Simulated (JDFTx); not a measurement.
# ZnO (zincite) (P6_3mc) in JDFTx: reference runs

Aim: a first look at ZnO (zincite) with PBEsol, on the cell as given.

All numbers are computed with JDFTx 1.7.0 (patched build); they aren't measurements. Logs are shortened: lines on timing, memory, paths and dates and some standing lists are left out, and cuts for length are marked. The log counts tension as positive stress, the text compression.

**The experiment to reproduce.**

“Electronic structure of alkaline earth and post-transition metal oxides”, 2009, arxiv:0908.1581 quotes, for a bulk crystal of ZnO: band gap 3.37 eV.

The runs below are set against these values where they give the same quantity.

### Step 1. The crystal as given

It takes space group P6_3mc (No. 186, hexagonal). The conventional cell has a = 3.249 Å, b = 3.249 Å, c = 5.206 Å, α = 90.00°, β = 90.00°, γ = 120.00°. Around Zn (site symmetry 3m) lie 4 O at 1.97 to 1.98 Å. O (site symmetry 3m) has 4 Zn at 1.97 to 1.98 Å as nearest neighbours.

### Step 2. Single point, PBEsol

Input file ZnO.in:

```
lattice \
    6.1403022146    -3.0701511073     0.0000000000 \
    0.0000000000     5.3176577047     0.0000000000 \
    0.0000000000     0.0000000000     9.8373642945
coords-type Lattice
ion Zn     0.6666666667     0.3333333333     0.0000000000 1
ion Zn     0.3333333333     0.6666666667     0.5000000000 1
ion O      0.3333333333     0.6666666667     0.8790100000 1
ion O      0.6666666667     0.3333333333     0.3790100000 1

ion-species pseudo/Zn.upf
ion-species pseudo/O.upf
elec-cutoff 42 336
elec-ex-corr gga-PBEsol
kpoint-folding 9 9 5
elec-smearing Fermi 0.0018374661
elec-n-bands 34
electronic-SCF nIterations 100 energyDiffThreshold 1e-09
electronic-minimize nIterations 30 energyDiffThreshold 1e-7
converge-empty-states yes
forces-output-coords Cartesian

dump-name run.$VAR
dump End Ecomponents EigStats BandEigs Kpoints Forces Stress ElecDensity Dtot KEdensity
```

Potentials or basis: PseudoDojo-SR-PBEsol-0.4.1-standard with smoothed tails.

On the command line:

```
$ jdftx -c 1 -i ZnO.in -o ZnO.out
```

Output:

```text
*************** JDFTx 1.7.0 (patched build) ***************

Input parsed successfully to the following command list (including defaults):
[... the input with its defaults ...]

---------- Setting up symmetries ----------

Found 24 point-group symmetries of the bravais lattice
Found 12 space-group symmetries with basis
Applied RMS atom displacement 3.54511e-10 bohrs to make symmetries exact.

---------- Initializing the Grid ----------
R =
[       6.1403     -3.07015            0  ]
[            0      5.31766            0  ]
[            0            0      9.83736  ]
unit cell volume = 321.21
G =
[    1.02327   0.590785         -0  ]
[          0    1.18157          0  ]
[          0         -0   0.638706  ]
Minimum fftbox size, Smin = [  52  52  84  ]
Chosen fftbox size, S = [  54  54  84  ]

---------- Initializing tighter grid for wavefunction operations ----------
R =
[       6.1403     -3.07015            0  ]
[            0      5.31766            0  ]
[            0            0      9.83736  ]
unit cell volume = 321.21
G =
[    1.02327   0.590785         -0  ]
[          0    1.18157          0  ]
[          0         -0   0.638706  ]
Minimum fftbox size, Smin = [  36  36  60  ]
Chosen fftbox size, S = [  36  36  60  ]

---------- Exchange Correlation functional ----------
Initalized PBEsol GGA exchange.
Initalized PBEsol GGA correlation.

---------- Setting up pseudopotentials ----------
Width of ionic core gaussian charges (only for fluid interactions / plotting) set to 0

Reading pseudopotential file 'pseudo/Zn.upf':
  'Zn' pseudopotential, 'PBESOL' functional
  Generated using ONCVPSP code by D. R. Hamann
  20 valence electrons, 4 orbitals, 6 projectors, 1001 radial grid points, with lMax = 2
    3S    l: 0   occupation:  2.0   eigenvalue: -4.737836
    3P    l: 1   occupation:  6.0   eigenvalue: -3.059602
    3D    l: 2   occupation: 10.0   eigenvalue: -0.373698
    4S    l: 0   occupation:  2.0   eigenvalue: -0.220431
  Core radius for overlap checks: 1.79 bohrs.

Reading pseudopotential file 'pseudo/O.upf':
  'O' pseudopotential, 'PBESOL' functional
  Generated using ONCVPSP code by D. R. Hamann
  6 valence electrons, 2 orbitals, 5 projectors, 936 radial grid points, with lMax = 2
    2S    l: 0   occupation:  2.0   eigenvalue: -0.874950
    2P    l: 1   occupation:  4.0   eigenvalue: -0.329796
  Core radius for overlap checks: 1.39 bohrs.

Initialized 2 species with 4 total atoms.

Folded 1 k-points by 9x9x5 to 405 k-points.

---------- Setting up k-points, bands, fillings ----------
Adding inversion symmetry to k-mesh for non-inversion-symmetric unit cell.
Reduced to 36 k-points under symmetry.
Computing the number of bands and number of electrons
Calculating initial fillings.
nElectrons:  52.000000   nBands: 34   nStates: 36

----- Setting up reduced wavefunction bases (one per k-point) -----
average nbasis = 4176.131 , ideal nbasis = 4175.965

---------- Setting up ewald sum ----------
Optimum gaussian width for ewald sums = 2.168518 bohr.
Real space sum over 1089 unit cells with max indices [  5  5  4  ]
Reciprocal space sum over 2873 terms with max indices [  6  6  8  ]

---------- Allocating electronic variables ----------
Initializing wave functions:  linear combination of atomic orbitals
Note: number of bands (34) exceeds available atomic orbitals (28)
Zn pseudo-atom occupations:   s ( 2 2 )  p ( 6 )  d ( 10 )
O pseudo-atom occupations:   s ( 2 )  p ( 4 )
	FillingsUpdate:  mu: +0.595583287  nElectrons: 52.000000
LCAOMinimize: Iter:   0  F: -444.5478995193233231  |grad|_K:  5.422e-03  alpha:  1.000e+00
	FillingsUpdate:  mu: +0.426520091  nElectrons: 52.000000
LCAOMinimize: Iter:   1  F: -444.8182108220630653  |grad|_K:  9.439e-04  alpha:  3.411e-01  linmin: -4.115e-01  cgtest:  8.875e-01
LCAOMinimize: Encountered beta<0, resetting CG.
[... 7 lines of inner loops ...]
LCAOMinimize: Iter:   5  F: -444.8252987802946450  |grad|_K:  6.428e-08  alpha:  8.783e-01  linmin: -1.176e-03  cgtest:  1.143e-02
	FillingsUpdate:  mu: +0.397944644  nElectrons: 52.000000
LCAOMinimize: Iter:   6  F: -444.8252987803683141  |grad|_K:  1.365e-08  alpha:  8.553e-01  linmin:  9.964e-03  cgtest: -3.489e-02
LCAOMinimize: Converged (|Delta F|<1.000000e-06 for 2 iters).

-------- Electronic minimization -----------
Will mix electronic density at each iteration.
	FillingsUpdate:  mu: +0.397944644  nElectrons: 52.000000
	FillingsUpdate:  mu: +0.385489997  nElectrons: 52.000000
SCF: Cycle:  0   F: -444.939944228372894   dF: -1.146e-01   |Residual|: 2.446e-01   |deigs|: 7.293e-02
	FillingsUpdate:  mu: +0.359299183  nElectrons: 52.000000
SCF: Cycle:  1   F: -444.994912764853837   dF: -5.497e-02   |Residual|: 5.126e-02   |deigs|: 2.217e-02
	FillingsUpdate:  mu: +0.364083740  nElectrons: 52.000000
SCF: Cycle:  2   F: -444.997593800487721   dF: -2.681e-03   |Residual|: 1.965e-02   |deigs|: 4.569e-03
	FillingsUpdate:  mu: +0.365562944  nElectrons: 52.000000
SCF: Cycle:  3   F: -444.997604363689504   dF: -1.056e-05   |Residual|: 5.259e-03   |deigs|: 1.129e-03
	FillingsUpdate:  mu: +0.365555977  nElectrons: 52.000000
SCF: Cycle:  4   F: -444.997621826108855   dF: -1.746e-05   |Residual|: 1.834e-03   |deigs|: 1.251e-03
	FillingsUpdate:  mu: +0.365806531  nElectrons: 52.000000
SCF: Cycle:  5   F: -444.997624836081570   dF: -3.010e-06   |Residual|: 7.648e-04   |deigs|: 1.724e-04
	FillingsUpdate:  mu: +0.365888045  nElectrons: 52.000000
SCF: Cycle:  6   F: -444.997625049475005   dF: -2.134e-07   |Residual|: 4.068e-04   |deigs|: 1.403e-04
	FillingsUpdate:  mu: +0.365902256  nElectrons: 52.000000
SCF: Cycle:  7   F: -444.997625180035584   dF: -1.306e-07   |Residual|: 1.071e-04   |deigs|: 7.999e-05
	FillingsUpdate:  mu: +0.365902064  nElectrons: 52.000000
SCF: Cycle:  8   F: -444.997625195935484   dF: -1.590e-08   |Residual|: 2.196e-05   |deigs|: 1.439e-05
	FillingsUpdate:  mu: +0.365899288  nElectrons: 52.000000
SCF: Cycle:  9   F: -444.997625198361732   dF: -2.426e-09   |Residual|: 2.536e-05   |deigs|: 8.535e-06
	FillingsUpdate:  mu: +0.365898133  nElectrons: 52.000000
SCF: Cycle: 10   F: -444.997625199335005   dF: -9.733e-10   |Residual|: 3.938e-06   |deigs|: 1.097e-05
	FillingsUpdate:  mu: +0.365898532  nElectrons: 52.000000
SCF: Cycle: 11   F: -444.997625199517358   dF: -1.824e-10   |Residual|: 1.819e-06   |deigs|: 6.828e-06
SCF: Converged (|Delta E|<1.000000e-09 for 2 iters).

Setting wave functions to eigenvectors of Hamiltonian
Converging empty states (this may take a while): |deigs|: 3.723e-05

# Stress tensor in Cartesian coordinates [Eh/a0^3]:
[   8.5278e-05            0            0  ]
[            0   8.5278e-05            0  ]
[            0            0  3.04591e-05  ]

# Ionic positions in lattice coordinates:
ion Zn   0.666666666666667   0.333333333333333   0.000000000000000 1
ion Zn   0.333333333333333   0.666666666666667   0.500000000000000 1
ion O   0.333333333333333   0.666666666666667   0.879010000000000 1
ion O   0.666666666666667   0.333333333333333   0.379010000000000 1

# Forces in Cartesian coordinates:
force Zn  -0.000000000000000  -0.000000000000000  -0.001195242485432 1
force Zn  -0.000000000000000   0.000000000000000  -0.001195242485432 1
force O   0.000000000000000  -0.000000000000000   0.001198591473260 1
force O   0.000000000000000  -0.000000000000000   0.001198591473260 1

# Energy components:
   Eewald =     -253.7130673563347614
       EH =      162.8766115847536469
     Eloc =     -412.9477806525130745
      Enl =     -101.5045195002975902
      Exc =      -52.8181513635254021
 Exc_core =        5.8595393452542730
       KE =      207.2497429271818987
-------------------------------------
     Etot =     -444.9976250154811055
       TS =        0.0000001840362351
-------------------------------------
        F =     -444.9976251995173584

IonicMinimize: Iter:   0  F: -444.997625199517358  |grad|_K:  6.910e-04
IonicMinimize: None of the convergence criteria satisfied after 0 iterations.

#--- Lowdin population analysis ---
# oxidation-state Zn +1.407 +1.407
# oxidation-state O -1.214 -1.214

Dumping 'run.eigStats' ...
	eMin: -4.173949 at state 0 ( [ +0.000000 +0.000000 +0.000000 ] spin 0 )
	HOMO: +0.350403 at state 0 ( [ +0.000000 +0.000000 +0.000000 ] spin 0 )
	mu  : +0.365898
	LUMO: +0.378426 at state 0 ( [ +0.000000 +0.000000 +0.000000 ] spin 0 )
	eMax: +0.928599 at state 35 ( [ +0.333333 +0.333333 +0.400000 ] spin 0 )
	HOMO-LUMO gap: +0.028023
	Optical gap  : +0.028023 at state 0 ( [ +0.000000 +0.000000 +0.000000 ] spin 0 )
Done!
[note: mu as printed may lie anywhere between the filled and the empty levels]
```

It took 2.5 min on 1 thread of AMD EPYC 7R43 (Zen 3), shared host; peak memory 0.28 GiB.

Results:

```yaml
Free_energy: -12109.0023 eV
Pressure: -2.0 GPa
Largest_force: 0.062 eV/Å
Band_gap_on_the_k_mesh: 0.76 eV, direct
Loewdin_charges: Zn +1.41; O -1.21 e
```

Forces on the atoms (eV/Å):
```
Zn   0.000  0.000 -0.061
Zn   0.000  0.000 -0.061
O    0.000  0.000  0.062
O    0.000  0.000  0.062
```

Levels at points of the mesh, in eV from the valence-band top:
```
           k point  band 22  band 23  band 24  band 25  band 26  band 27  band 28  band 29  band 30  band 31
(0.00, 0.00, 0.00)    -0.81    -0.81    -0.07     0.00     0.00     0.76     5.18     8.18    12.80    12.80
```

Caveat: the atomic charges don't sum to the cell's charge.

### Step 3. Comparison with measurements

Step 2. Against the measured gap of ZnO, 3.37 eV (quoted in “Electronic structure of alkaline earth and post-transition metal oxides”, 2009, arxiv:0908.1581), the calculated 0.76 eV is off by -2.61 eV. So large a miss can be the level of theory's own, or it may mean another phase, state or a wrong row. The value is that of PBEsol, without temperature or zero-point motion. Semilocal functionals fall short of measured gaps as a rule.
